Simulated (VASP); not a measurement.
# AgBr (Fm-3m) in VASP: further runs

Aim: see how the results for AgBr move with the level of theory and the settings. Levels: PBE, LDA. Tasks: elastic constants, band structure.

All numbers are computed with VASP 6.6.1; they aren't measurements. Logs are shortened: lines on timing, memory, paths and dates and some standing lists are left out, and cuts for length are marked.

**1. Starting point**

It takes space group Fm-3m (No. 225, cubic). The conventional cell has a = 5.837 Å, b = 5.837 Å, c = 5.837 Å, α = 90.00°, β = 90.00°, γ = 90.00°. Ag (site symmetry m-3m) is surrounded by 6 Br at 2.92 Å. Br (site symmetry m-3m) has 6 Ag at 2.92 Å as nearest neighbours.

**2. Elastic constants, PBE**

POSCAR reads:

```
AgBr
1.0
    0.0000000000      2.9187119040      2.9187119040
    2.9187119040      0.0000000000      2.9187119040
    2.9187119040      2.9187119040      0.0000000000
  Ag              Br
     1     1
Direct
     1.0000000000000000    0.0000000000000000    1.0000000000000000
     0.5000000000000000    0.5000000000000000    0.5000000000000000
```

INCAR.step1 reads:

```
SYSTEM = AgBr
PREC = Accurate ; ENCUT = 600
EDIFF = 1E-8 ; ISMEAR = 0
SIGMA = 0.03 ; LREAL = .FALSE.
LASPH = .TRUE. ; NELM = 80
ALGO = Normal ; ISIF = 3
LWAVE = .FALSE. ; LCHARG = .FALSE.
GGA = PE ; IBRION = 2
NSW = 40 ; EDIFFG = -0.002
```

INCAR.step2 reads:

```
SYSTEM = AgBr
PREC = Accurate ; ENCUT = 600
EDIFF = 1E-8 ; ISMEAR = 0
SIGMA = 0.03 ; LREAL = .FALSE.
LASPH = .TRUE. ; NELM = 80
ALGO = Normal ; ISIF = 3
LWAVE = .FALSE. ; LCHARG = .FALSE.
GGA = PE ; IBRION = 6
NFREE = 2 ; POTIM = 0.015
NSW = 1
```

KPOINTS reads:

```
regular mesh
0
G
  8 8 8
  0 0 0
```

Potentials or basis: VASP PAW PBE potentials, release 64 (Ag, Br).

The run is started by

```console
$ cat potpaw_PBE.64/Ag/POTCAR potpaw_PBE.64/Br/POTCAR > POTCAR
$ cp INCAR.step1 INCAR
$ mpirun -np 1 vasp_std > vasp.out
$ cp CONTCAR POSCAR
$ cp INCAR.step2 INCAR
$ mpirun -np 1 vasp_std > vasp.out
```

OUTCAR:

```text
SYSTEM = AgBr
   PREC = Accurate
   ENCUT = 600
   EDIFF = 1E-8
   ISMEAR = 0
   LREAL = .FALSE.
   LASPH = .TRUE.
   NELM = 80
   ISIF = 3
   GGA = PE
   IBRION = 6
   NFREE = 2
   POTIM = 0.015
   NSW = 1

 ion  position               nearest neighbor table
   1  0.000  0.000  0.000-   2 2.92   2 2.92   2 2.92   2 2.92   2 2.92   2 2.92
   2  0.500  0.500  0.500-   1 2.92   1 2.92   1 2.92   1 2.92   1 2.92   1 2.92

  LATTYP: Found a face centered cubic cell.
 ALAT       =     5.8380530727

  Lattice vectors:

 A1 = (   0.0000000000,   2.9190265364,   2.9190265364)
 A2 = (   2.9190265364,   0.0000000000,   2.9190265364)
 A3 = (   2.9190265364,   2.9190265364,   0.0000000000)

Analysis of symmetry for initial positions (statically):
=====================================================================
 Subroutine PRICEL returns:
 Original cell was already a primitive cell.

 Routine SETGRP: Setting up the symmetry group for a
 face centered cubic supercell.

 Subroutine GETGRP returns: Found 48 space group operations
 (whereof 48 operations were pure point group operations)
 out of a pool of 48 trial point group operations.

The static configuration has the point symmetry O_h .

Analysis of symmetry for dynamics (positions and initial velocities):
=====================================================================
 Subroutine PRICEL returns:
 Original cell was already a primitive cell.

 Routine SETGRP: Setting up the symmetry group for a
 face centered cubic supercell.

 Subroutine GETGRP returns: Found 48 space group operations
 (whereof 48 operations were pure point group operations)
 out of a pool of 48 trial point group operations.

The dynamic configuration has the point symmetry O_h .

 Subroutine INISYM returns: Found 48 space group operations
[... 357 lines left out ...]
      8       1.2609      2.00000
      9       1.2627      2.00000
     10       3.7017      0.00000
     11      12.9404      0.00000
     12      12.9404      0.00000
     13      12.9409      0.00000
[... 354 lines left out ...]
  band No.  band energies     occupation
      1     -11.3374      2.00000
      2      -1.4409      2.00000
      3      -0.7516      2.00000
      4      -0.7323      2.00000
      5       0.6478      2.00000
      6       0.6989      2.00000
      7       0.9649      2.00000
      8       1.9063      2.00000
      9       2.4651      2.00000
     10       7.4451      0.00000
     11       8.3241      0.00000
     12      10.8353      0.00000
     13      10.8687      0.00000

 [... further k-points ...]
[... 5 lines left out ...]
  --------------------------------------------------------------------------------------
  -------------------------------------------------------------------------------------
  Total        0.0031730      0.0006591      0.0006591     -0.0000000      0.0000000      0.0000000
  in kB        0.1021954      0.0212285      0.0212285     -0.0000000      0.0000000      0.0000000
  external PRESSURE =       0.0482175 kB  Pullay stress =       0.0000000 kB
[... 17 lines left out ...]
  FREE ENERGIE OF THE ION-ELECTRON SYSTEM (eV)
  ---------------------------------------------------
  free  energy   TOTEN  =        -4.9998775891 eV

  energy  without entropy=       -4.9998775891  energy(sigma->0) =       -4.99987759

 INTERNAL STRAIN TENSORS FROM STRAINED CELLS
 ============================================

 INTERNAL STRAIN TENSOR FOR ION    1 for displacements in x,y,z  (eV/Angst):
          X           Y           Z          XY          YZ          ZX
  --------------------------------------------------------------------------------
  x     0.00000     0.00000     0.00000     0.00000     0.00000     0.00000
  y     0.00000    -0.00000    -0.00000    -0.00000     0.00000    -0.00000
  z     0.00000     0.00000     0.00000     0.00000    -0.00000     0.00000

 INTERNAL STRAIN TENSORS FROM DISPLACED ATOMS
 ============================================

 INTERNAL STRAIN TENSOR FOR ION    1 for displacements in x,y,z  (eV/Angst):
          X           Y           Z          XY          YZ          ZX
  --------------------------------------------------------------------------------
  x     0.00000     0.00000     0.00000     0.00000     0.00000     0.00000
  y     0.00000     0.00000     0.00000     0.00000     0.00000     0.00000
  z     0.00000     0.00000     0.00000     0.00000     0.00000     0.00000

 INTERNAL STRAIN TENSOR FOR ION    2 for displacements in x,y,z  (eV/Angst):
          X           Y           Z          XY          YZ          ZX
  --------------------------------------------------------------------------------
  x     0.00000     0.00000     0.00000     0.00000     0.00000     0.00000
  y     0.00000     0.00000     0.00000     0.00000     0.00000     0.00000
  z     0.00000     0.00000     0.00000     0.00000     0.00000     0.00000

 Eigenvectors and eigenvalues of the dynamical matrix
 ----------------------------------------------------

   1 f  =    2.048404 THz    12.870499 2PiTHz   68.327389 cm-1     8.471513 meV
             X         Y         Z           dx          dy          dz
      0.000000  0.000000  0.000000     0.303620   -0.325487   -0.476486
      2.919027  2.919027  2.919027    -0.353039    0.378465    0.554041
[... 21 lines left out ...]
   6 f/i=    0.000769 THz     0.004833 2PiTHz    0.025659 cm-1     0.003181 meV
             X         Y         Z           dx          dy          dz
      0.000000  0.000000  0.000000     0.062543    0.235225    0.718047
      2.919027  2.919027  2.919027     0.053788    0.202298    0.617534

--------------------------------------------------------------------------------------------------------

 ELASTIC MODULI CONTR FROM IONIC RELAXATION (kBar)
 Direction    XX          YY          ZZ          XY          YZ          ZX
 --------------------------------------------------------------------------------
 XX           0.0000      0.0000      0.0000      0.0000      0.0000      0.0000
 YY           0.0000      0.0000      0.0000      0.0000      0.0000      0.0000
 ZZ           0.0000      0.0000      0.0000      0.0000      0.0000      0.0000
 XY           0.0000      0.0000      0.0000      0.0000      0.0000      0.0000
 YZ           0.0000      0.0000      0.0000      0.0000      0.0000      0.0000
 ZX           0.0000      0.0000      0.0000      0.0000      0.0000      0.0000
 --------------------------------------------------------------------------------

 TOTAL ELASTIC MODULI (kBar)
 Direction    XX          YY          ZZ          XY          YZ          ZX
 --------------------------------------------------------------------------------
 XX         535.8356    320.3004    320.3004     -0.0000     -0.0000      0.0000
 YY         320.3004    535.8356    320.3004      0.0000      0.0000      0.0000
 ZZ         320.3004    320.3004    535.8356     -0.0000     -0.0000      0.0000
 XY          -0.0000      0.0000     -0.0000     76.5674      0.0000      0.0000
 YZ          -0.0000      0.0000     -0.0000      0.0000     76.5674      0.0000
 ZX           0.0000      0.0000      0.0000      0.0000      0.0000     76.5674
 --------------------------------------------------------------------------------
```

Wall time 8.2 min (1 thread of Intel Xeon Platinum 8559C (Emerald Rapids), shared host); peak memory 0.35 GiB.

What came out:

```
Elastic constants C11, C12, C44                         : 54, 32, 8 GPa
Voigt bulk modulus                                      : 39 GPa
Highest phonon frequency at Γ, LO-TO splitting left out : 68 cm⁻¹
```

Phonon frequencies in cm⁻¹ (negative: imaginary):
```tsv
q point	frequencies
(0.000, 0.000, 0.000)	0 0 0 68 68 68
```

Elastic tensor in Voigt notation (GPa, in the Cartesian axes of the cell as first typed):
```
54 32 32  0  0  0
32 54 32  0  0  0
32 32 54  0  0  0
 0  0  0  8  0  0
 0  0  0  0  8  0
 0  0  0  0  0  8
```

Clamped-ion elastic tensor (GPa):
```
54 32 32  0  0  0
32 54 32  0  0  0
32 32 54  0  0  0
 0  0  0  8  0  0
 0  0  0  0  8  0
 0  0  0  0  0  8
```

**3. Band structure, PBE**

This run uses another cell than the first one, of 22.82 Å³/atom, 0.918 times its volume.

INCAR reads:

```
PREC = Accurate ; ENCUT = 520
EDIFF = 1E-6 ; ISMEAR = 0
SIGMA = 0.03 ; LREAL = F
LASPH = T ; NELM = 80
ALGO = Fast ; ISIF = 2
LWAVE = F ; LCHARG = F
LMAXMIX = 4 ; GGA = PE
NBANDS = 16
```

KPOINTS reads:

```
regular mesh
0
Gamma
  8 8 8
```

POSCAR reads:

```
AgBr                                    
1.0
    0.0000000000      2.8363309775      2.8363309775
    2.8363309775      0.0000000000      2.8363309775
    2.8363309775      2.8363309775      0.0000000000
  Ag              Br            
     1     1
Direct
     1.0000000000000000    0.0000000000000000    1.0000000000000000
     0.5000000000000000    0.5000000000000000    0.5000000000000000
```

KPOINTS_OPT reads:

```
explicit points
252
Reciprocal
 0.0000000000  0.0000000000  0.0000000000 1
 0.0357142857  0.0000000000  0.0357142857 1
 0.0714285714  0.0000000000  0.0714285714 1
 0.1071428571  0.0000000000  0.1071428571 1
 0.1428571429  0.0000000000  0.1428571429 1
 0.1785714286  0.0000000000  0.1785714286 1
[... 244 lines left out ...]
 0.4886948100  0.0113051900  0.5000000000 1
 0.5113051900 -0.0113051900  0.5000000000 1
```

Potentials or basis: VASP PAW PBE potentials, release 64 (Ag, Br).

The run is started by

```console
$ cat potpaw_PBE.64/Ag/POTCAR potpaw_PBE.64/Br/POTCAR > POTCAR
$ mpirun -np 1 vasp_std > vasp.out
```

OUTCAR:

```text
PREC = Accurate
   ENCUT = 520
   EDIFF = 1E-6
   ISMEAR = 0
   LREAL = F
   LASPH = T
   NELM = 80
   ISIF = 2
   GGA = PE

 ion  position               nearest neighbor table
   1  0.000  0.000  0.000-   2 2.84   2 2.84   2 2.84   2 2.84   2 2.84   2 2.84
   2  0.500  0.500  0.500-   1 2.84   1 2.84   1 2.84   1 2.84   1 2.84   1 2.84

  LATTYP: Found a face centered cubic cell.
 ALAT       =     5.6726619550

  Lattice vectors:

 A1 = (   0.0000000000,   2.8363309775,   2.8363309775)
 A2 = (   2.8363309775,   0.0000000000,   2.8363309775)
 A3 = (   2.8363309775,   2.8363309775,   0.0000000000)

Analysis of symmetry for initial positions (statically):
=====================================================================
 Subroutine PRICEL returns:
 Original cell was already a primitive cell.

 Routine SETGRP: Setting up the symmetry group for a
 face centered cubic supercell.

 Subroutine GETGRP returns: Found 48 space group operations
 (whereof 48 operations were pure point group operations)
 out of a pool of 48 trial point group operations.

The static configuration has the point symmetry O_h .

Analysis of symmetry for dynamics (positions and initial velocities):
[... 157 lines left out ...]
  ---------------------------------------------------
  free energy    TOTEN  =        -4.94964992 eV

  energy without entropy =       -4.94964992  energy(sigma->0) =       -4.94964992

 E-fermi :   4.2183     XC(G=0): -10.0433

 val. band max:        4.0687140473   @ k =   0.5000   0.0000   0.0000
 cond. band min:       4.7361921097   @ k =   0.0000   0.0000   0.0000
 fundamental gap:      0.6674780625
 Fermi energy:         4.2182859230

 k-point     1 :       0.0000    0.0000    0.0000
  band No.  band energies     occupation
      1     -11.2520      2.00000
      2       1.1116      2.00000
      3       1.1116      2.00000
      4       1.1116      2.00000
      5       1.1125      2.00000
      6       1.1125      2.00000
[... 433 lines left out ...]
      3      -0.2594      2.00000
      4      -0.2195      2.00000
      5       1.3955      2.00000
      6       1.4546      2.00000
[... 8 lines left out ...]
     15      16.7929      0.00000
     16      18.5030      0.00000

 [... further k-points ...]
[... 5 lines left out ...]
  --------------------------------------------------------------------------------------
  -------------------------------------------------------------------------------------
  Total        1.2024805      1.2024805      1.2024805      0.0000000      0.0000000      0.0000000
  in kB       42.2170525     42.2170525     42.2170525      0.0000000      0.0000000      0.0000000
  external PRESSURE =      42.2170525 kB  Pullay stress =       0.0000000 kB

 VOLUME and BASIS-vectors are now :
 -----------------------------------------------------------------------------
  energy-cutoff  :      520.00
  volume of cell :       45.64
      direct lattice vectors                 reciprocal lattice vectors
     0.000000000  2.836330977  2.836330977    -0.176284081  0.176284081  0.176284081
     2.836330977  0.000000000  2.836330977     0.176284081 -0.176284081  0.176284081
     2.836330977  2.836330977  0.000000000     0.176284081  0.176284081 -0.176284081

 POSITION                                       TOTAL-FORCE (eV/Angst)
 -----------------------------------------------------------------------------------
      0.00000      0.00000      0.00000        -0.000000     -0.000000     -0.000000
      2.83633      2.83633      2.83633         0.000000      0.000000      0.000000
 -----------------------------------------------------------------------------------
    total drift:                               -0.000000      0.000000      0.000000

  FREE ENERGIE OF THE ION-ELECTRON SYSTEM (eV)
  ---------------------------------------------------
  free  energy   TOTEN  =        -4.9496499167 eV

  energy  without entropy=       -4.9496499167  energy(sigma->0) =       -4.94964992
```

Wall time 46 s (1 thread of Intel Xeon 6975P-C (Granite Rapids), shared host); peak memory 0.18 GiB.

What came out:

```
Free energy             : -4.9496 eV
Pressure                : 4.2 GPa
Band gap on the k mesh  : 0.67 eV, indirect (least direct gap 2.73 eV)
Band gap along the path : 0.67 eV, indirect (least direct gap 2.73 eV)
```

Levels at the corners of the path, in eV from the valence-band top:
| point | band 5 | band 6 | band 7 | band 8 | band 9 | band 10 | band 11 | band 12 | band 13 | band 14 |
| --- | --- | --- | --- | --- | --- | --- | --- | --- | --- | --- |
| Γ | -2.96 | -2.96 | -2.07 | -2.07 | -2.07 | 0.67 | 9.90 | 9.90 | 9.90 | 11.06 |
| X | -3.03 | -2.78 | -2.51 | -2.51 | -2.38 | 1.52 | 6.99 | 9.21 | 11.22 | 11.22 |
| X | -3.03 | -2.78 | -2.51 | -2.51 | -2.38 | 1.52 | 6.99 | 9.21 | 11.22 | 11.22 |
| W | -2.51 | -2.48 | -2.42 | -2.42 | -1.64 | 3.84 | 7.15 | 7.67 | 7.67 | 12.98 |
| W | -2.51 | -2.48 | -2.42 | -2.42 | -1.64 | 3.84 | 7.15 | 7.67 | 7.67 | 12.98 |
| K | -2.79 | -2.56 | -2.33 | -2.12 | -1.29 | 2.94 | 6.82 | 8.29 | 9.26 | 10.82 |
| K | -2.79 | -2.56 | -2.33 | -2.12 | -1.29 | 2.94 | 6.82 | 8.29 | 9.26 | 10.82 |
| Γ | -2.96 | -2.96 | -2.07 | -2.07 | -2.07 | 0.67 | 9.90 | 9.90 | 9.90 | 11.06 |
| Γ | -2.96 | -2.96 | -2.07 | -2.07 | -2.07 | 0.67 | 9.90 | 9.90 | 9.90 | 11.06 |
| L | -2.62 | -2.62 | -2.26 | 0.00 | 0.00 | 3.63 | 6.69 | 6.69 | 6.81 | 12.33 |
| L | -2.62 | -2.62 | -2.26 | 0.00 | 0.00 | 3.63 | 6.69 | 6.69 | 6.81 | 12.33 |
| U | -2.79 | -2.56 | -2.33 | -2.12 | -1.29 | 2.94 | 6.82 | 8.29 | 9.26 | 10.82 |
| U | -2.79 | -2.56 | -2.33 | -2.12 | -1.29 | 2.94 | 6.82 | 8.29 | 9.26 | 10.82 |
| W | -2.51 | -2.48 | -2.42 | -2.42 | -1.64 | 3.84 | 7.15 | 7.67 | 7.67 | 12.98 |
| W | -2.51 | -2.48 | -2.42 | -2.42 | -1.64 | 3.84 | 7.15 | 7.67 | 7.67 | 12.98 |
| L | -2.62 | -2.62 | -2.26 | 0.00 | 0.00 | 3.63 | 6.69 | 6.69 | 6.81 | 12.33 |
| L | -2.62 | -2.62 | -2.26 | 0.00 | 0.00 | 3.63 | 6.69 | 6.69 | 6.81 | 12.33 |
| K | -2.79 | -2.56 | -2.33 | -2.12 | -1.29 | 2.94 | 6.82 | 8.29 | 9.26 | 10.82 |
| U | -2.79 | -2.56 | -2.33 | -2.12 | -1.29 | 2.94 | 6.82 | 8.29 | 9.26 | 10.82 |
| X | -3.03 | -2.78 | -2.51 | -2.51 | -2.38 | 1.52 | 6.99 | 9.21 | 11.22 | 11.22 |

As with any semilocal functional, this PBE gap is likely too small.

[end of part 1 of 2]
